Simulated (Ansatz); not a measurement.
GaP:

```xyz
2
Lattice="0.0000 2.7252 2.7252 2.7252 0.0000 2.7252 2.7252 2.7252 0.0000" Properties=species:S:1:pos:R:3 pbc="T T T"
Ga    0.0000    0.0000    0.0000
P     4.0879    4.0879    4.0879
```

```yaml
Program: Ansatz 0.2.0
Task: relaxation of cell and atoms
Functional: LDA
Potentials_or_basis: all-electron LAPW, scalar-relativistic
Basis_error_allowed: 0.001 eV/atom
k_mesh: 8 × 8 × 8
Occupations: fermi-dirac, width 0.05 eV
Spin: no spin polarisation
```

At the start: volume 20.24 Å³/atom.

Task: How do energy, volume and symmetry change on relaxing?

Result: Over 5 steps the energy falls by 5.7 meV/atom and the volume is 19.59 Å³/atom (-3.2 %); space group F-43m (No. 216, to 0.05 Å).

The path:
```tsv
step	energy change (eV)	largest force (eV/Å)	volume (Å³)
1	0.0000	0.0000	40.48
2	-0.0103	0.0000	39.57
3	-0.0114	0.0000	39.16
4	-0.0114	0.0000	39.18
5	-0.0114	0.0000	39.18
```

Final structure:
```yaml
crystal:
  lattice:
    - [0.00000, 2.69580, 2.69580]
    - [2.69580, 0.00000, 2.69580]
    - [2.69580, 2.69580, 0.00000]
  atoms:
    - { symbol: Ga, position: [0.00000, 0.00000, 0.00000] }
    - { symbol: P, position: [0.75000, 0.75000, 0.75000] }
```
